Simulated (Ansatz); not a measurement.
**Converging the field response of a BaHfO3 (001), BaO faces film**

Which settings does the induced dipole of a BaHfO3 (001), BaO faces film need, and which can be cut?

Method: plane-wave DFT, PBE, Ansatz PAW, in the first sound run; inputs show where later runs differ, in Ansatz 0.2.0.

Report form: the programs' logs are mostly left out.

## Step 1: The structure

The cell holds 12 atoms: 3 Ba, 7 O and 2 Hf. Its edges and angles: a = 4.170 Å, b = 4.170 Å, c = 26.340 Å, α = 90.0°, β = 90.0°, γ = 90.0°. It derives from BaHfO3 (perovskite BaHfO3). Vacuum lies along c.

## Step 2: Single point, setting first choice

The first choice: the default cutoff of 420 eV, a 6×6×1 mesh, 18 Å of vacuum, 0.1 V/Å and a tight threshold. Each later run changes one input against this one; other functionals and files bring their own cutoffs.

File input.yaml:

```yaml
crystal:
  lattice:
    - [4.17, 0.0, 0.0]
    - [0.0, 4.17, 0.0]
    - [0.0, 0.0, 26.34]
  atoms:
    - { symbol: Ba, position: [0.0, 0.0, 0.3416856492] }
    - { symbol: O, position: [0.5, 0.5, 0.3416856492] }
    - { symbol: Hf, position: [0.5, 0.5, 0.4208428246] }
    - { symbol: O, position: [0.0, 0.5, 0.4208428246] }
    - { symbol: O, position: [0.5, 0.0, 0.4208428246] }
    - { symbol: Ba, position: [0.0, 0.0, 0.5] }
    - { symbol: O, position: [0.5, 0.5, 0.5] }
    - { symbol: Hf, position: [0.5, 0.5, 0.5791571754] }
    - { symbol: O, position: [0.0, 0.5, 0.5791571754] }
    - { symbol: O, position: [0.5, 0.0, 0.5791571754] }
    - { symbol: Ba, position: [0.0, 0.0, 0.6583143508] }
    - { symbol: O, position: [0.5, 0.5, 0.6583143508] }
kpoints:
  mp_grid: { grid: [6, 6, 1] }
hamiltonian:
  xc: pbe
scf:
  occupations: { method: fixed }
  convergence: { dr2_threshold: 1.0e-10 }
efield:
  axis: 3
  dipole_correction: true
  ramp_position: 0.97
  ramp_width: 0.06
  amplitude: 0.1
output:
  write_potential: true
  write_density: true
  volumetric_format: npy
```

The run is started by

```
$ ansatz run input.yaml --threads 2 --pin off --max-ram 3072MiB --backend cpu --events-out ev --progress --plain --runs-dir out
```

The job ended after 22 s (2 threads of Intel Xeon Platinum 8375C at 2.90GHz (Ice Lake), shared host; peak memory 0.97 GiB).

This step gave:

```yaml
gap_on_the_k_mesh: 2.145 eV
dipole_along_the_normal: 0.09005 e·Å
equivalent_conductor_thickness_p_eps_0ae: 9.370 Å
```

Running mean over 4.17 Å of the planar mean, with the applied field; the ramp of the sawtooth is left out. Table of electron's electrostatic potential energy less the highest filled level by z:

```tsv
z (Å)	electron's electrostatic potential energy less the highest filled level (eV)
3.5	2.78
4.0	2.83
4.5	2.88
5.0	2.91
5.5	2.92
6.0	2.78
6.5	2.12
7.0	0.834
7.5	-0.300
8.0	-0.815
8.5	-1.37
9.0	-2.74
9.5	-4.11
10.0	-4.56
10.5	-4.61
11.0	-4.58
11.5	-4.55
12.0	-4.53
12.5	-4.52
13.0	-4.50
13.5	-4.49
14.0	-4.49
14.5	-4.49
15.0	-4.49
15.5	-4.50
16.0	-4.50
16.5	-4.36
17.0	-3.60
17.5	-2.06
18.0	-0.897
18.5	-0.431
19.0	0.307
19.5	1.66
20.0	2.87
20.5	3.40
21.0	3.56
21.5	3.64
22.0	3.69
22.5	3.75
23.0	3.80
```

The dipole corresponds to a conductor 9.370 Å thick.

## Step 3: Single point, box 26.3 Å

Changes to input.yaml since step 2:

```diff
@@ -31,2 +31,4 @@
   amplitude: 0.1
+basis:
+  ecutwfc: "250 eV"
 output:
```

It took 9.2 s on 2 threads; peak memory 0.62 GiB.

The dipole corresponds to a conductor 9.394 Å thick, +0.25 % from the first choice, at 0.42 times its CPU time.

## Step 4: Single point, box 26.3 Å (run 2)

Changes to input.yaml since step 3:

```diff
@@ -32,3 +32,3 @@
 basis:
-  ecutwfc: "250 eV"
+  ecutwfc: "330 eV"
 output:
```

Elapsed: 14 s, on 2 threads; peak memory 0.77 GiB; 28 s of CPU time.

The dipole corresponds to a conductor 9.368 Å thick, -0.02 % from the first choice, at 0.67 times its CPU time.

## Step 5: Single point, box 26.3 Å (run 3)

Changes to input.yaml since step 4:

```diff
@@ -32,3 +32,3 @@
 basis:
-  ecutwfc: "330 eV"
+  ecutwfc: "600 eV"
 output:
```

It took 37 s on 2 threads; peak memory 1.4 GiB.

The dipole corresponds to a conductor 9.370 Å thick, -0.00 % from the first choice, at 1.7 times its CPU time.

## Step 6: Run, box 26.3 Å

Changes to input.yaml since step 5:

```diff
@@ -19,3 +19,3 @@
 kpoints:
-  mp_grid: { grid: [6, 6, 1] }
+  mp_grid: { grid: [1, 1, 1] }
 hamiltonian:
@@ -31,4 +31,2 @@
   amplitude: 0.1
-basis:
-  ecutwfc: "600 eV"
 output:
```

Elapsed: 2.5 s, on 2 threads; peak memory 0.51 GiB; 4.5 s of CPU time.

The dipole corresponds to a conductor 11.310 Å thick, +20.71 % from the first choice, at 0.11 times its CPU time.

## Step 7: Single point, box 26.3 Å (run 4)

Changes to input.yaml since step 6:

```diff
@@ -19,3 +19,3 @@
 kpoints:
-  mp_grid: { grid: [1, 1, 1] }
+  mp_grid: { grid: [2, 2, 1] }
 hamiltonian:
```

Wall time 4.9 s (2 threads); peak memory 0.83 GiB; 9.3 s of CPU time.

The dipole corresponds to a conductor 9.551 Å thick, +1.93 % from the first choice, at 0.22 times its CPU time.

## Step 8: Run, box 26.3 Å (run 2)

Changes to input.yaml since step 7:

```diff
@@ -19,3 +19,3 @@
 kpoints:
-  mp_grid: { grid: [2, 2, 1] }
+  mp_grid: { grid: [3, 3, 1] }
 hamiltonian:
```

It took 7.8 s on 2 threads; peak memory 0.76 GiB; 15 s of CPU time.

The dipole corresponds to a conductor 9.386 Å thick, +0.17 % from the first choice, at 0.35 times its CPU time.

## Step 9: Single point, box 26.3 Å (run 5)

Changes to input.yaml since step 8:

```diff
@@ -19,3 +19,3 @@
 kpoints:
-  mp_grid: { grid: [3, 3, 1] }
+  mp_grid: { grid: [12, 12, 1] }
 hamiltonian:
```

It took 66 s on 2 threads; peak memory 1.4 GiB; 2.2 min of CPU time.

The dipole corresponds to a conductor 9.370 Å thick, +0.00 % from the first choice, at 3.1 times its CPU time.

## Step 10: Single point, box 18.3 Å

The cell differs from the one that the last finished run ended in (c 26.340 → 18.340 Å).

input.yaml, the sections that differ from step 9:

```yaml
crystal:
  lattice:
    - [4.17, 0.0, 0.0]
    - [0.0, 4.17, 0.0]
    - [0.0, 0.0, 18.34]
  atoms:
    - { symbol: Ba, position: [0.0, 0.0, 0.2726281352] }
    - { symbol: O, position: [0.5, 0.5, 0.2726281352] }
    - { symbol: Hf, position: [0.5, 0.5, 0.3863140676] }
    - { symbol: O, position: [0.0, 0.5, 0.3863140676] }
    - { symbol: O, position: [0.5, 0.0, 0.3863140676] }
    - { symbol: Ba, position: [0.0, 0.0, 0.5] }
    - { symbol: O, position: [0.5, 0.5, 0.5] }
    - { symbol: Hf, position: [0.5, 0.5, 0.6136859324] }
    - { symbol: O, position: [0.0, 0.5, 0.6136859324] }
    - { symbol: O, position: [0.5, 0.0, 0.6136859324] }
    - { symbol: Ba, position: [0.0, 0.0, 0.7273718648] }
    - { symbol: O, position: [0.5, 0.5, 0.7273718648] }
kpoints:
  mp_grid: { grid: [6, 6, 1] }
# hamiltonian, scf, efield, output: as in step 9
```

Elapsed: 15 s, on 2 threads; peak memory 0.78 GiB.

The dipole corresponds to a conductor 9.315 Å thick, -0.59 % from the first choice, at 0.68 times its CPU time.

## Step 11: Run, box 22.3 Å

The cell differs from the one that the last finished run ended in (c 18.340 → 22.340 Å).

input.yaml, the sections that differ from step 10:

```yaml
crystal:
  lattice:
    - [4.17, 0.0, 0.0]
    - [0.0, 4.17, 0.0]
    - [0.0, 0.0, 22.34]
  atoms:
    - { symbol: Ba, position: [0.0, 0.0, 0.3133393017] }
    - { symbol: O, position: [0.5, 0.5, 0.3133393017] }
    - { symbol: Hf, position: [0.5, 0.5, 0.4066696509] }
    - { symbol: O, position: [0.0, 0.5, 0.4066696509] }
    - { symbol: O, position: [0.5, 0.0, 0.4066696509] }
    - { symbol: Ba, position: [0.0, 0.0, 0.5] }
    - { symbol: O, position: [0.5, 0.5, 0.5] }
    - { symbol: Hf, position: [0.5, 0.5, 0.5933303491] }
    - { symbol: O, position: [0.0, 0.5, 0.5933303491] }
    - { symbol: O, position: [0.5, 0.0, 0.5933303491] }
    - { symbol: Ba, position: [0.0, 0.0, 0.6866606983] }
    - { symbol: O, position: [0.5, 0.5, 0.6866606983] }
# kpoints, hamiltonian, scf, efield, output: as in step 10
```

It took 18 s on 2 threads; peak memory 0.87 GiB; 35 s of CPU time.

The dipole corresponds to a conductor 9.369 Å thick, -0.01 % from the first choice, at 0.83 times its CPU time.

## Step 12: Run, box 34.3 Å

The cell differs from the one that the last finished run ended in (c 22.340 → 34.340 Å).

input.yaml, the sections that differ from step 11:

```yaml
crystal:
  lattice:
    - [4.17, 0.0, 0.0]
    - [0.0, 4.17, 0.0]
    - [0.0, 0.0, 34.34]
  atoms:
    - { symbol: Ba, position: [0.0, 0.0, 0.3785672685] }
    - { symbol: O, position: [0.5, 0.5, 0.3785672685] }
    - { symbol: Hf, position: [0.5, 0.5, 0.4392836342] }
    - { symbol: O, position: [0.0, 0.5, 0.4392836342] }
    - { symbol: O, position: [0.5, 0.0, 0.4392836342] }
    - { symbol: Ba, position: [0.0, 0.0, 0.5] }
    - { symbol: O, position: [0.5, 0.5, 0.5] }
    - { symbol: Hf, position: [0.5, 0.5, 0.5607163658] }
    - { symbol: O, position: [0.0, 0.5, 0.5607163658] }
    - { symbol: O, position: [0.5, 0.0, 0.5607163658] }
    - { symbol: Ba, position: [0.0, 0.0, 0.6214327315] }
    - { symbol: O, position: [0.5, 0.5, 0.6214327315] }
# kpoints, hamiltonian, scf, efield, output: as in step 11
```

Wall time 28 s (2 threads); peak memory 1.2 GiB.

The dipole corresponds to a conductor 9.367 Å thick, -0.03 % from the first choice, at 1.3 times its CPU time.

## Step 13: Single point, box 26.3 Å (run 6)

input.yaml, the sections that differ from step 12:

```yaml
crystal:
  lattice:
    - [4.17, 0.0, 0.0]
    - [0.0, 4.17, 0.0]
    - [0.0, 0.0, 26.34]
  atoms:
    - { symbol: Ba, position: [0.0, 0.0, 0.3416856492] }
    - { symbol: O, position: [0.5, 0.5, 0.3416856492] }
    - { symbol: Hf, position: [0.5, 0.5, 0.4208428246] }
    - { symbol: O, position: [0.0, 0.5, 0.4208428246] }
    - { symbol: O, position: [0.5, 0.0, 0.4208428246] }
    - { symbol: Ba, position: [0.0, 0.0, 0.5] }
    - { symbol: O, position: [0.5, 0.5, 0.5] }
    - { symbol: Hf, position: [0.5, 0.5, 0.5791571754] }
    - { symbol: O, position: [0.0, 0.5, 0.5791571754] }
    - { symbol: O, position: [0.5, 0.0, 0.5791571754] }
    - { symbol: Ba, position: [0.0, 0.0, 0.6583143508] }
    - { symbol: O, position: [0.5, 0.5, 0.6583143508] }
efield:
  axis: 3
  dipole_correction: true
  ramp_position: 0.97
  ramp_width: 0.06
  amplitude: 0.005
# kpoints, hamiltonian, scf, output: as in step 12
```

It took 22 s on 2 threads; peak memory 0.98 GiB.

The dipole corresponds to a conductor 9.366 Å thick, -0.05 % from the first choice, at 0.99 times its CPU time.

## Step 14: Run, box 26.3 Å (run 3)

Changes to input.yaml since step 13:

```diff
@@ -30,3 +30,3 @@
   ramp_width: 0.06
-  amplitude: 0.005
+  amplitude: 0.03
 output:
```

It took 22 s on 2 threads; peak memory 0.98 GiB.

The dipole corresponds to a conductor 9.366 Å thick, -0.04 % from the first choice, at 1.0 times its CPU time.

## Step 15: Run, box 26.3 Å (run 4)

Changes to input.yaml since step 14:

```diff
@@ -30,3 +30,3 @@
   ramp_width: 0.06
-  amplitude: 0.03
+  amplitude: 0.3
 output:
```

Wall time 22 s (2 threads); peak memory 0.97 GiB; 43 s of CPU time.

The dipole corresponds to a conductor 9.408 Å thick, +0.41 % from the first choice, at 1.0 times its CPU time.

## Step 16: Single point, box 26.3 Å (run 7)

Changes to input.yaml since step 15:

```diff
@@ -24,3 +24,3 @@
   occupations: { method: fixed }
-  convergence: { dr2_threshold: 1.0e-10 }
+  convergence: { dr2_threshold: 0.0001 }
 efield:
@@ -30,3 +30,3 @@
   ramp_width: 0.06
-  amplitude: 0.3
+  amplitude: 0.1
 output:
```

Run time: 19 s. Hardware: 2 threads; peak memory 0.97 GiB; 36 s of CPU time.

The dipole corresponds to a conductor 9.296 Å thick, -0.79 % from the first choice, at 0.87 times its CPU time.

## Step 17: Run, box 26.3 Å (run 5)

Changes to input.yaml since step 16:

```diff
@@ -24,3 +24,3 @@
   occupations: { method: fixed }
-  convergence: { dr2_threshold: 0.0001 }
+  convergence: { dr2_threshold: 1.0e-06 }
 efield:
```

Elapsed: 20 s, on 2 threads; peak memory 0.97 GiB; 38 s of CPU time.

The dipole corresponds to a conductor 9.358 Å thick, -0.13 % from the first choice, at 0.90 times its CPU time.

## Step 18: Single point, box 26.3 Å (run 8)

Changes to input.yaml since step 17:

```diff
@@ -24,3 +24,3 @@
   occupations: { method: fixed }
-  convergence: { dr2_threshold: 1.0e-06 }
+  convergence: { dr2_threshold: 1.0e-08 }
 efield:
```

Run time: 19 s. Hardware: 2 threads; peak memory 0.97 GiB; 37 s of CPU time.

The dipole corresponds to a conductor 9.371 Å thick, +0.00 % from the first choice, at 0.89 times its CPU time.

## Step 19: Single point, box 26.3 Å (run 9)

This step: plane-wave DFT, LDA, Ansatz PAW (Ansatz 0.2.0).

Changes to input.yaml since step 18:

```diff
@@ -21,6 +21,6 @@
 hamiltonian:
-  xc: pbe
+  xc: lda
 scf:
   occupations: { method: fixed }
-  convergence: { dr2_threshold: 1.0e-08 }
+  convergence: { dr2_threshold: 1.0e-10 }
 efield:
```

The job ended after 22 s (2 threads; peak memory 0.96 GiB).

The dipole corresponds to a conductor 9.330 Å thick, -0.43 % from the first choice, at 1.00 times its CPU time.

## Step 20: Run, box 26.3 Å (run 6)

This step: plane-wave DFT, r2SCAN, Ansatz PAW (Ansatz 0.2.0).

Changes to input.yaml since step 19:

```diff
@@ -21,3 +21,3 @@
 hamiltonian:
-  xc: lda
+  xc: r2scan
 scf:
```

The job ended after 37 s (2 threads; peak memory 1.7 GiB; 72 s of CPU time).

The dipole corresponds to a conductor 9.084 Å thick, -3.05 % from the first choice, at 1.7 times its CPU time.

## Step 21: Single point, box 26.3 Å (run 10)

This step: plane-wave DFT, PBE, norm-conserving (Ansatz 0.2.0).

Changes to input.yaml since step 20:

```diff
@@ -21,3 +21,4 @@
 hamiltonian:
-  xc: r2scan
+  xc: pbe
+  pseudopotentials: { kind: nc }
 scf:
```

It took 98 s on 2 threads; peak memory 2.5 GiB.

The dipole corresponds to a conductor 9.368 Å thick, -0.03 % from the first choice, at 4.5 times its CPU time.

## Step 22: Run, box 26.3 Å (run 7)

This step: plane-wave DFT, PBE, JTH PAW (Ansatz 0.2.0).

Changes to input.yaml since step 21:

```diff
@@ -22,3 +22,3 @@
   xc: pbe
-  pseudopotentials: { kind: nc }
+  pseudopotentials: { kind: paw, source: jth }
 scf:
```

Elapsed: 91 s, on 2 threads; peak memory 2.7 GiB.

The dipole corresponds to a conductor 9.363 Å thick, -0.08 % from the first choice, at 4.1 times its CPU time.

## Step 23: Comparing the runs

Times are for 2 threads of Intel Xeon Platinum 8375C at 2.90GHz (Ice Lake), shared host. The runs compared:

```tsv
no.	setting	equivalent conductor thickness p/(ε₀AE) (Å)	time	memory (GiB)
1	first choice	9.370	22 s	0.97
2	cutoff 250 eV	9.394	9.2 s	0.62
3	cutoff 330 eV	9.368	14 s	0.77
4	cutoff 600 eV	9.370	37 s	1.4
5	mesh 1x1	11.31	2.5 s	0.51
6	mesh 2x2	9.551	4.9 s	0.83
7	mesh 3x3	9.386	7.8 s	0.76
8	mesh 12x12	9.370	66 s	1.4
9	vacuum 10 Å	9.315	15 s	0.78
10	vacuum 14 Å	9.369	18 s	0.87
11	vacuum 26 Å	9.367	28 s	1.2
12	field 0.005 V/Å	9.366	22 s	0.98
13	field 0.03 V/Å	9.366	22 s	0.98
14	field 0.3 V/Å	9.408	22 s	0.97
15	SCF threshold 1e-04 eV	9.296	19 s	0.97
16	SCF threshold 1e-06 eV	9.358	20 s	0.97
17	SCF threshold 1e-08 eV	9.371	19 s	0.97
18	LDA, Ansatz PAW (420 eV)	9.330	22 s	0.96
19	r2SCAN, Ansatz PAW (500 eV)	9.084	37 s	1.7
20	PBE, norm-conserving (1240 eV)	9.368	98 s	2.5
21	PBE, JTH PAW (1380 eV)	9.363	91 s	2.7
```

## Step 24: Outcome

| Quantity | Value |
| --- | --- |
| equivalent conductor thickness, first choice | 9.370 Å |
| equivalent conductor thickness, cutoff 600 eV | 9.370 Å |
| equivalent conductor thickness, mesh 1x1 | 11.31 Å |
| equivalent conductor thickness, mesh 2x2 | 9.551 Å |
| equivalent conductor thickness, vacuum 26 Å | 9.367 Å |
| equivalent conductor thickness, LDA, Ansatz PAW (420 eV) | 9.330 Å |
| equivalent conductor thickness, r2SCAN, Ansatz PAW (500 eV) | 9.084 Å |

**Reading.** The first choice gives 9.37 Å. Numerical settings off by more than 1 % against it: mesh 1x1 (+20.7 %) and mesh 2x2 (+1.9 %). The cheapest single change that stays within 0.5 % is mesh 3x3, at 35 % of the CPU time. Functionals and files move it by -0.4 % (LDA, Ansatz PAW (420 eV)), -3.1 % (r2SCAN, Ansatz PAW (500 eV)), under 0.1 % (PBE, norm-conserving (1240 eV)) and -0.1 % (PBE, JTH PAW (1380 eV)). The film is symmetric and its atoms are held, so the dipole is the electronic response to the field alone. Times of a few seconds on a shared host rank the settings only roughly. In 1 run of the series (vacuum 10 Å) the program warns that electrons reach the sawtooth's ramp, which makes dipole and work function less sure.

[Logs are printed without paths, hosts, clocks, repeated set-up lines and the standing remarks that a program may print on its own settings, such as how far it seeks lower states.]

[Hosts, paths, dates, database ids (printed as entryN), source tags and the programs' standing remarks are cut or masked in the printed files.]

[Maps of the electrostatic potential energy from Ansatz leave out the sawtooth potential of an applied field or a dipole correction, so their vacuum need not be flat; planar profiles and work functions include it.]
